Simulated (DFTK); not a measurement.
Here is a DFTK 0.8.2 calculation.

The input run.jl:

```julia
using DFTK
using PseudoPotentialData
using Unitful, UnitfulAtomic
using LinearAlgebra, Printf
include("save.jl")
disable_threading()

# lattice vectors are the columns
lattice = austrip(1u"Å") * [          3.16            0.0            0.0;
                      0.0           3.16            0.0;
                      0.0            0.0           3.16]
symbols   = [:Sb]
positions = [[0.0, 0.0, 0.0]]
pseudopotentials = PseudoFamily("dojo.nc.sr.pbe.v0_4_1.standard.upf")
elements = Dict(s => ElementPsp(s, pseudopotentials) for s in unique(symbols))
atoms    = [elements[s] for s in symbols]

build_model(lattice, positions; symmetries=true) =
    model_DFT(lattice, atoms, positions;
              functionals=PBE(),
              temperature=austrip(0.1u"eV"),
              smearing=Smearing.MethfesselPaxton(2),
              symmetries)
Ecut  = 40.0  # hartree
kgrid = [8, 8, 8]
tol   = 1e-6
to_GPa = ustrip(uconvert(u"GPa", 1u"hartree/bohr^3"))

model = build_model(lattice, positions)
basis = PlaneWaveBasis(model; Ecut, kgrid)
display(basis)
scfres = self_consistent_field(basis;
                               tol,
                               nbandsalg=AdaptiveBands(model; n_bands_converge=12))
display(scfres.energies)
@printf "Fermi level: %.6f eV\n" ustrip(auconvert(u"eV", something(scfres.εF, NaN)))
forces = compute_forces_cart(scfres)
println("Forces (eV/Å)")
for (s, f) in zip(symbols, forces)
    @printf "%-3s %12.6f %12.6f %12.6f\n" s ustrip.(auconvert.(u"eV/Å", f))...
end
stress = compute_stresses_cart(scfres)
println("Stress (GPa)")
display(round.(stress * to_GPa; digits=4))
println("Levels at the first k-point (eV): ", round.(ustrip.(auconvert.(u"eV", scfres.eigenvalues[1][1:scfres.n_bands_converge])); digits=4))
save_scf!(scfres; forces, stress)
```

Potentials or basis: dojo.nc.sr.pbe.v0_4_1.standard.upf (PBE).

Launch:

```bash
$ julia --threads=1 run.jl  # save.jl only writes the numbers to a file and isn't shown; printed stress counts tension as positive; times include loading and compiling
```

Problem. Estimate the band gap on the k mesh.

Solution. None (metal or under the smearing width).

Problem. Estimate the pressure.

Solution. -2.3 GPa.

The run has no spin-orbit coupling, so splittings on Sb are missing.
